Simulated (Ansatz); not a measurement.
Rocksalt BaS, relaxed with r2SCAN, was run in the plane-wave code Ansatz under altered settings. All numbers are computed, without spin polarisation but where a row says otherwise.

```yaml
crystal:
  lattice:
    - [0.00000, 3.21180, 3.21180]
    - [3.21180, 0.00000, 3.21180]
    - [3.21180, 3.21180, 0.00000]
  atoms:
    - { symbol: Ba, position: [0.00000, 0.00000, 0.00000] }
    - { symbol: S, position: [0.50000, 0.50000, 0.50000] }
```

The base run's other keys:
```yaml
kpoints:
  mp_grid: { grid: [4, 4, 4] }
hamiltonian:
  xc: hse06
scf:
  occupations: { method: fixed }
  n_extra_bands: 4
```

It takes 13 iterations with 1291 plane waves at 420 eV and 8 k points, and leaves a mean stress of -0.29 GPa. The gap over this mesh is 3.137 eV.

Outcomes, with energy and stress as changes against the base:
```csv
setting,outcome,ΔF (meV/atom),Δ mean stress (GPa),gap on the mesh (eV),iterations
hamiltonian.xc: wpbeh,converged,–,+0.1,3.084,13
"PBE hybrid, exx coeff 0.4, omega 0.5 1/Å",converged,–,-0.1,2.889,13
scf.exx.max_outer_iter: 2,converged,0.0,0.0,3.137,16
"PBE hybrid, exx coeff 1.5, unscreened",refused,–,–,–,–
hamiltonian.pseudopotentials: ultrasoft,refused,–,–,–,–
basis.ecutrho_ratio: 12,converged,0.0,0.0,3.137,13
```
A dash marks a value that wasn't obtained or can't be compared. Stress is positive in compression.

- hamiltonian.xc: wpbeh. The mean stress moves by +0.1 GPa and the gap on the mesh by -0.053 eV (to 3.084). It's another functional on the same cell, so totals aren't comparable.
- PBE hybrid, exx coeff 0.4, omega 0.5 1/Å. That is 40 % exact exchange, screened with ω = 0.5 1/Å, against HSE06's 25 % screened at 0.208 1/Å. The mean stress moves by -0.1 GPa and the gap on the mesh by -0.248 eV (to 2.889). Totals of different functionals aren't comparable.
- PBE hybrid, exx coeff 1.5, unscreened. It is rejected at once. Error: invalid value for `hamiltonian.xc.exx.coeff`: must be finite and in (0, 1]; got 1.5
- hamiltonian.pseudopotentials: ultrasoft. The input is refused before any iteration. Error: YAML parse error: line 13 column 29: unknown variant `uspp`, expected one of nc, nc_fr, paw, paw_fr, all_electron

Within 1 meV an atom, 0.1 GPa and 0.005 eV of the base stay: scf.exx.max_outer_iter: 2; basis.ecutrho_ratio: 12.

The runs are scalar-relativistic, without spin-orbit coupling.

The stress of a hybrid is loosely converged in these runs.

The meshes of the hybrids are coarse, so their gaps aren't converged to the digits shown.
